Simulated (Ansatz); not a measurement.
A relaxed cell of Pt is given with its symmetry left out. The cell was found from a structure generator's guess, not taken from experiment.

These are results of Ansatz, DFT PBE, scalar-relativistic, plane waves, PAW, not measurements. Cutoff 420 eV, Γ-centred mesh, Gaussian smearing, no spin polarisation.

```
CELL_PARAMETERS angstrom
2.62422 0.00000 0.00000
0.00000 2.62422 0.00000
0.00000 0.00000 2.62422
ATOMIC_POSITIONS crystal
Pt 0.00000 0.00000 0.00000
```

Energies count from the standard state of Pt at the same level.

(1) What space group does it have?

(2) How far does it lie from the standard state of Pt?

(3) Is it a metal?

Answers

(1) Pm-3m (No. 221), the simple cubic type. Conventional cell: a = 2.624 Å. Around Pt lie 6 Pt at 2.62 Å.

(2) +0.46 eV/atom. It lies above the standard state, so it could only be metastable.

(3) Yes, bands cross the Fermi level on the 20×20×20 mesh.

The last run used a 20×20×20 mesh for its 1-atom cell and Gaussian smearing of 0.10 eV. These runs have no spin–orbit coupling, which can matter for Pt. Symmetry constrained the relaxation, so the result can be a saddle point.
